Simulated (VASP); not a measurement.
# TiN (Fm-3m) in VASP: single point with PBEsol

Aim: the single point of TiN with PBEsol.

Program: VASP 6.6.1. These are calculated values, not measurements. Logs are shortened: lines on timing, memory, paths and dates and some standing lists are left out, and cuts for length are marked.

### 1 Starting point

The structure is cubic, space group Fm-3m (No. 225). Conventional cell: a = 4.206 Å, b = 4.206 Å, c = 4.206 Å, α = 90.00°, β = 90.00°, γ = 90.00°. Around Ti (site symmetry m-3m) lie 6 N at 2.10 Å. Around N (site symmetry m-3m) lie 6 Ti at 2.10 Å.

### 2 Single point, PBEsol

Contents of INCAR:

```
  PREC = Accurate
  ENCUT = 520
  EDIFF = 1E-6
  ISMEAR = 1
  SIGMA = 0.1
  LREAL = False
  LASPH = True
  NELM = 80
  ALGO = Normal
  ISIF = 2
  LWAVE = False
  LCHARG = False
  GGA = PS
  NBANDS = 16
  ICORELEVEL = 1
```

Contents of KPOINTS:

```
Automatic mesh
0
Gamma
  13 9 36
```

Contents of POSCAR:

```
TiN
1.0
    2.9739992000      0.0000000000      0.0000000000
    0.0000000000      4.2058700000      0.0000000000
    1.4869996000      2.1029350000      1.4869996000
Ti N
1 1
Direct
    0.0000000000      0.0000000000      0.0000000000
    0.0000000000      0.5000000000      0.0000000000
```

Potentials or basis: VASP PAW PBE potentials, release 64 (Ti_sv, N).

On the command line:

```bash
$ cat potpaw_PBE.64/Ti_sv/POTCAR potpaw_PBE.64/N/POTCAR > POTCAR
$ mpirun -np 1 vasp_std > vasp.out
```

OUTCAR:

```text
PREC = Accurate
   ENCUT = 520
   EDIFF = 1E-6
   ISMEAR = 1
   LREAL = False
   LASPH = True
   NELM = 80
   ISIF = 2
   GGA = PS

 ion  position               nearest neighbor table
   1  0.000  0.000  0.000-   2 2.10   2 2.10   2 2.10   2 2.10   2 2.10   2 2.10
   2  0.000  0.500  0.000-   1 2.10   1 2.10   1 2.10   1 2.10   1 2.10   1 2.10

  LATTYP: Found a face centered cubic cell.
 ALAT       =     4.2058700016

  Lattice vectors:

 A1 = (   1.4869996000,  -2.1029350000,  -1.4869996000)
 A2 = (   2.9739992000,   0.0000000000,   0.0000000000)
 A3 = (   1.4869996000,  -2.1029350000,   1.4869996000)

Analysis of symmetry for initial positions (statically):
=====================================================================
 Subroutine PRICEL returns:
 Original cell was already a primitive cell.

 Routine SETGRP: Setting up the symmetry group for a
 face centered cubic supercell.

 Subroutine GETGRP returns: Found 48 space group operations
 (whereof 48 operations were pure point group operations)
 out of a pool of 48 trial point group operations.

The static configuration has the point symmetry O_h .

Analysis of symmetry for dynamics (positions and initial velocities):
=====================================================================
 Subroutine PRICEL returns:
 Original cell was already a primitive cell.

 Routine SETGRP: Setting up the symmetry group for a
 face centered cubic supercell.

 Subroutine GETGRP returns: Found 48 space group operations
 (whereof 48 operations were pure point group operations)
 out of a pool of 48 trial point group operations.

The dynamic configuration has the point symmetry O_h .

 Subroutine INISYM returns: Found 48 space group operations
 (whereof 48 operations are pure point group operations),
 and found     1 'primitive' translations

----------------------------------------------------------------------------------------

                                     Primitive cell

  volume of cell :      18.5998

  direct lattice vectors                    reciprocal lattice vectors
     2.973999200  0.000000000  0.000000000     0.336247569  0.000000000 -0.336247569
     0.000000000  4.205870000  0.000000000     0.000000000  0.237762936 -0.336247569
     1.486999600  2.102935000  1.486999600     0.000000000  0.000000000  0.672495137

  length of vectors
     2.973999200  4.205870000  2.973999199     0.475525872  0.411817485  0.672495137

  position of ions in fractional coordinates (direct lattice)
     0.000000000  0.000000000  0.000000000
     0.000000000  0.500000000  0.000000000

  ion indices of the primitive-cell ions
   primitive index   ion index
                 1           1
                 2           2

----------------------------------------------------------------------------------------

 KPOINTS: Automatic mesh

Automatic generation of k-mesh.
 Grid dimensions read from file:
 generate k-points for:   13    9   36

 Generating k-lattice:

  Cartesian coordinates                     Fractional coordinates (reciprocal lattice)
     0.025865198  0.000000000 -0.025865198     0.076923077  0.000000000  0.000000000
     0.000000000  0.026418104 -0.037360841     0.000000000  0.111111111  0.000000000
     0.000000000  0.000000000  0.018680420     0.000000000  0.000000000  0.027777778

  Length of vectors
     0.036578913  0.045757498  0.018680420

  Shift w.r.t. Gamma in fractional coordinates (k-lattice)
     0.000000000  0.000000000  0.000000000

 -----------------------------------------------------------------------------
|                                                                             |
|           W    W    AA    RRRRR   N    N  II  N    N   GGGG   !!!           |
|           W    W   A  A   R    R  NN   N  II  NN   N  G    G  !!!           |
|           W    W  A    A  R    R  N N  N  II  N N  N  G       !!!           |
|           W WW W  AAAAAA  RRRRR   N  N N  II  N  N N  G  GGG   !            |
|           WW  WW  A    A  R   R   N   NN  II  N   NN  G    G                |
|           W    W  A    A  R    R  N    N  II  N    N   GGGG   !!!           |
|                                                                             |
|     Your reciprocal lattice and k-lattice belong to different lattice       |
|     classes:                                                                |
|                                                                             |
|        The reciprocal lattice is body-centered cubic,                       |
|        whereas your k-lattice is simple monoclinic.                         |
|                                                                             |
|     Results are often still useful ...                                      |
|                                                                             |
 -----------------------------------------------------------------------------

 WARNING: IBZKPT: internal override: KBLOWUP is changed to .FALSE.
      ... skipping the blow-up phase ...

 Subroutine IBZKPT returns following result:
 ===========================================

 Found   1175 irreducible k-points:

 Following reciprocal coordinates:
            Coordinates               Weight
  0.000000  0.000000  0.000000      1.000000
  0.076923  0.000000  0.000000      2.000000
  0.153846  0.000000  0.000000      2.000000
  0.230769  0.000000  0.000000      2.000000
  0.307692  0.000000  0.000000      2.000000
  0.384615  0.000000  0.000000      2.000000
[... 16 lines left out ...]
  0.153846  0.222222 -0.000000      4.000000
  0.230769  0.222222  0.000000      4.000000
 [... further k-points ...]
   k-points           NKPTS =   1175   k-points in BZ     NKDIM =   1175   number of bands    NBANDS=     16
   number of dos      NEDOS =    301   number of ions     NIONS =      2
   total plane-waves  NPLWV =  18432
   dimension x,y,z NGX =    24 NGY =   32 NGZ =   24
   dimension x,y,z NGXF=    48 NGYF=   64 NGZF=   48
   ions per type =               1   1
   NGX,Y,Z   is equivalent  to a cutoff of  13.42, 12.65, 13.42 a.u.
   NGXF,Y,Z  is equivalent  to a cutoff of  26.83, 25.30, 26.83 a.u.
 SYSTEM =  unknown system
   PREC   = accura    normal or accurate (medium, high low for compatibility)
   ISTART =      0    job   : 0-new  1-cont  2-samecut
   ICHARG =      2    charge: 1-file 2-atom 10-const
   ISPIN  =      1    spin polarized calculation?
   LNONCOLLINEAR =      F non collinear calculations
   LSORBIT =      F    spin-orbit coupling
   LASPH  =      T    aspherical Exc in radial PAW
   ENCUT  =  520.0 eV  38.22 Ry    6.18 a.u.   5.53  7.82  5.53*2*pi/ulx,y,z
   NELM   =     80;   NELMIN=  2; NELMDL= -5     # of ELM steps
   EDIFF  = 0.1E-05   stopping-criterion for ELM
   LREAL  =      F    real-space projection
   EDIFFG = 0.1E-04   stopping-criterion for IOM
   NSW    =      0    number of steps for IOM
   IBRION =     -1    ionic relax: 0-MD 1-quasi-New 2-CG
   NFREE  =      0    steps in history (QN), initial steepest desc. (CG)
   ISIF   =      2    stress and relaxation
   ISYM   =      2    0-nonsym 1-usesym 2-fastsym
   POTIM  = 0.5000    time-step for ionic-motion
   TEBEG  =    0.0;   TEEND  =   0.0 temperature during run
   PSTRESS=    0.0 pullay stress
   NELECT =      17.0000    total number of electrons
   NUPDOWN=      -1.0000    fix difference up-down
   EMIN   =  10.00;   EMAX   =-10.00  energy-range for DOS
   EFERMI =   0.00;   METHOD = LEGACY
   ISMEAR =     1;   SIGMA  =   0.10  broadening in eV -4-tet -1-fermi 0-gaus
   EFERMI_NEDOS =   21; number of points for ismear=-14 and -15
   IALGO  =     38    algorithm
   IMIX   =      4    mixing-type and parameters
     AMIX     =   0.40;   BMIX     =  1.00
     AMIX_MAG =   1.60;   BMIX_MAG =  1.00
  volume/ion in A,a.u.               =       9.30        62.76
  Fermi-wavevector in a.u.,A,eV,Ry     =   1.588749  3.002300 34.342784  2.524123
  Thomas-Fermi vector in A             =   2.687705
   LORBIT       =      0    0 simple, 1 ext, 2 COOP (PROOUT), +10 PAW based schemes
   GGA     = PS    functional components
   LHFCALC =     F    Hartree Fock is set to
   AEXX    =    0.0000 exact exchange contribution
   IVDW    =     0    specifies the selected vdW correction
   LEPSILON=     F    determine dielectric tensor
   LRPA    =     F    only Hartree local field effects (RPA)
 non-spin polarized calculation
 Methfessel and Paxton  Order N= 1 SIGMA  =   0.10
  energy-cutoff  :      520.00
  volume of cell :       18.60
 maximum number of plane-waves:       531
 NGX is ok and might be reduce to    24
   NGX = 11   NGY = 15   NGZ = 11

 number of electron      17.0000000 magnetization

 Free energy of the ion-electron system (eV)
  ---------------------------------------------------
  ext. energy  EPLUGINS =         0.00000000
  ---------------------------------------------------
  free energy    TOTEN  =       -20.78111244 eV

  energy without entropy =      -20.78091043  energy(sigma->0) =      -20.78104510

 the core state eigenenergies are
   1-  1s  -4852.0016  2s   -520.7114  2p   -427.9923
   2-  1s   -366.0598

 E-fermi :  11.6440     XC(G=0): -13.3641

 val. band max:       11.6432548443   @ k =   0.2308  -0.3333   0.1111
 cond. band min:      11.6440672416   @ k =   0.0769   0.0000   0.0833
 fundamental gap:      0.0008123973
 Fermi energy:        11.6439645393

 k-point     1 :       0.0000    0.0000    0.0000
  band No.  band energies     occupation
      1     -45.9174      2.00000
      2     -21.9772      2.00000
      3     -21.9772      2.00000
      4     -21.9772      2.00000
      5      -5.5377      2.00000
      6       9.6086      2.00000
[... 8 lines left out ...]
     15      24.7905      0.00000
     16      31.7280      0.00000

 k-point     2 :       0.0769    0.0000    0.0000
  band No.  band energies     occupation
      1     -45.9089      2.00000
      2     -22.0185      2.00000
      3     -21.9904      2.00000
      4     -21.9904      2.00000
      5      -5.3785      2.00000
      6       8.4580      2.00000
[... 8 lines left out ...]
     15      24.9568      0.00000
     16      31.2340      0.00000

 k-point     3 :       0.1538    0.0000    0.0000
  band No.  band energies     occupation
      1     -45.8856      2.00000
      2     -22.1278      2.00000
      3     -22.0267      2.00000
      4     -22.0267      2.00000
      5      -4.9654      2.00000
      6       6.8084      2.00000
[... 8 lines left out ...]
     15      25.3400      0.00000
     16      30.2672      0.00000

 k-point     4 :       0.2308    0.0000    0.0000
  band No.  band energies     occupation
      1     -45.8526      2.00000
      2     -22.2704      2.00000
      3     -22.0780      2.00000
      4     -22.0780      2.00000
      5      -4.4807      2.00000
      6       5.6150      2.00000
[... 8 lines left out ...]
     15      25.7392      0.00000
     16      29.1754      0.00000

 k-point     5 :       0.3077    0.0000    0.0000
  band No.  band energies     occupation
      1     -45.8176      2.00000
      2     -22.4082      2.00000
      3     -22.1323      2.00000
      4     -22.1323      2.00000
      5      -4.1505      2.00000
      6       5.1492      2.00000
[... 8 lines left out ...]
     15      26.0486      0.00000
     16      26.5080      0.00000

 k-point     6 :       0.3846    0.0000    0.0000
  band No.  band energies     occupation
      1     -45.7886      2.00000
      2     -22.5126      2.00000
      3     -22.1774      2.00000
      4     -22.1774      2.00000
      5      -4.0613      2.00000
      6       5.3349      2.00000
[... 8 lines left out ...]
     15      24.7136      0.00000
     16      26.2499      0.00000
[... 96 lines left out ...]
 k-point    12 :       0.3077    0.1111    0.0000
  band No.  band energies     occupation
      1     -45.7941      2.00000
      2     -22.4947      2.00000
      3     -22.1854      2.00000
      4     -22.1559      2.00000
      5      -3.9454      2.00000
      6       5.1912      2.00000
[... 8 lines left out ...]
     15      24.9711      0.00000
     16      25.7480      0.00000

 k-point    13 :       0.3846    0.1111    0.0000
  band No.  band energies     occupation
      1     -45.7750      2.00000
      2     -22.5422      2.00000
      3     -22.2335      2.00000
      4     -22.1858      2.00000
      5      -3.9687      2.00000
      6       5.6075      2.00000
[... 8 lines left out ...]
     15      23.9367      0.00000
     16      25.8059      0.00000

 k-point    14 :       0.4615    0.1111    0.0000
  band No.  band energies     occupation
      1     -45.7705      2.00000
      2     -22.5522      2.00000
      3     -22.2450      2.00000
      4     -22.1926      2.00000
      5      -3.9861      2.00000
      6       5.7564      2.00000
[... 8 lines left out ...]
     15      23.5820      0.00000
     16      25.8329      0.00000

 k-point    15 :      -0.4615    0.1111   -0.0000
  band No.  band energies     occupation
      1     -45.7818      2.00000
      2     -22.5260      2.00000
      3     -22.2158      2.00000
      4     -22.1750      2.00000
      5      -3.9505      2.00000
      6       5.4187      2.00000
[... 8 lines left out ...]
     15      24.3464      0.00000
     16      25.7699      0.00000

 k-point    16 :      -0.3846    0.1111    0.0000
  band No.  band energies     occupation
      1     -45.8063      2.00000
      2     -22.4609      2.00000

------------------------ aborting loop because EDIFF is reached ----------------------------------------

  FORCE on cell =-STRESS in cart. coord.  units (eV):
  Direction    XX          YY          ZZ          XY          YZ          ZX
  --------------------------------------------------------------------------------------
  -------------------------------------------------------------------------------------
  Total        0.0027636      0.0027636      0.0027636     -0.0000000      0.0000000      0.0000000
  in kB        0.2380520      0.2380520      0.2380520     -0.0000000      0.0000000      0.0000000
  external PRESSURE =       0.2380520 kB  Pullay stress =       0.0000000 kB

 VOLUME and BASIS-vectors are now :
 -----------------------------------------------------------------------------
  energy-cutoff  :      520.00
  volume of cell :       18.60
      direct lattice vectors                 reciprocal lattice vectors
     2.973999200  0.000000000  0.000000000     0.336247569  0.000000000 -0.336247569
     0.000000000  4.205870000  0.000000000     0.000000000  0.237762936 -0.336247569
     1.486999600  2.102935000  1.486999600     0.000000000  0.000000000  0.672495137

 POSITION                                       TOTAL-FORCE (eV/Angst)
 -----------------------------------------------------------------------------------
      0.00000      0.00000      0.00000        -0.000000     -0.000000      0.000000
      0.00000      2.10293      0.00000         0.000000      0.000000      0.000000
 -----------------------------------------------------------------------------------
    total drift:                                0.000000      0.000000     -0.000000

  FREE ENERGIE OF THE ION-ELECTRON SYSTEM (eV)
  ---------------------------------------------------
  free  energy   TOTEN  =       -20.7811124350 eV

  energy  without entropy=      -20.7809104327  energy(sigma->0) =      -20.78104510
```

Wall time 2.5 min (1 thread of Intel Xeon 6975P-C (Granite Rapids), shared host); peak memory 0.46 GiB.

What came out:

```yaml
Free_energy: -20.7811 eV
Pressure: 0.0 GPa
Band_gap_on_the_k_mesh: none (metal or under the smearing width)
```

Levels at points of the mesh, in eV from the Fermi level:
| k point | band 7 | band 8 | band 9 | band 10 | band 11 | band 12 |
| --- | --- | --- | --- | --- | --- | --- |
| (0.00, 0.00, 0.00) | -2.04 | -2.04 | -0.64 | -0.64 | -0.64 | 0.61 |
| (0.00, 0.00, 0.50) | -3.24 | -3.24 | -3.21 | 1.73 | 2.53 | 2.53 |

Core levels (eV, on the scale of the bands):
```
atom                            levels
1 Ti  1s -4852.0, 2s -520.7, 2p -428.0
 2 N                         1s -366.1
```

Caveat: the PAW data sets were made with another functional, which shifts forces and pressure a little.
